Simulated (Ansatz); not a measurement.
**ZrSe2 — electric field gradients**

The cell is a Materials Project structure (computed, not necessarily an observed phase), atoms as given.

```cif
data_structure
_symmetry_space_group_name_H-M 'P 1'
_symmetry_Int_Tables_number 1
_cell_length_a 3.8112
_cell_length_b 3.8112
_cell_length_c 6.3999
_cell_angle_alpha 90.000
_cell_angle_beta 90.000
_cell_angle_gamma 120.000
_cell_volume 80.50
loop_
_atom_site_label
_atom_site_type_symbol
_atom_site_fract_x
_atom_site_fract_y
_atom_site_fract_z
_atom_site_occupancy
Zr1 Zr 0.00000 0.00000 0.00000 1
Se2 Se 0.66667 0.33333 0.75588 1
Se3 Se 0.33333 0.66667 0.24412 1
```

Sites (sets of like atoms) are named by element and the number of their first atom in this list.

The numbers come from a DFT calculation in Ansatz (r2SCAN, plane waves and PAW, scalar-relativistic, 500 eV cutoff, Γ-centred 10×10×5 k-points, Fermi–Dirac smearing 0.01 eV).

C_Q = eQV_zz/h, which is 24.18 MHz for Q = 1 b and V_zz = 10²¹ V/m²; η = (V_xx − V_yy)/V_zz.

Zr-91: I = 5/2, Q = -176.0 mb. Nuclear quadrupole moments: year-2017 set (Pyykkö).

| site | atoms (order as listed) | first shell | V_xx, V_yy, V_zz (10²¹ V/m²) | η | C_Q (MHz) |
| --- | --- | --- | --- | --- | --- |
| Zr | 1 | 6 Se at 2.70 Å | 0.97, 0.97, -1.94 | 0.00 | 8.25 |
| Se | 2, 3 | 3 Zr at 2.70 Å | 0.18, 0.18, -0.36 | 0.00 | – |

An axis of threefold or higher order runs through Zr and Se, so V_zz lies along it and η is zero.

Se has no stable isotope with a ground-state quadrupole moment in the table, so no C_Q is given.

Without spin–orbit coupling (the program notes it for Zr) the gradients can shift somewhat, as the gap is small. With a gap of 0.8 eV on this mesh, small gradients can still move by 0.1 × 10²¹ V/m² or more as the k-mesh gets denser.

The run took 21 s of wall time (21 s of CPU time) and 0.62 GiB at its peak, on 1 thread of Arm Neoverse V2 (aarch64; 8 cores open to the job, memory cap 3.0 GiB, no GPU), a shared host with a load of 0.5 a core.
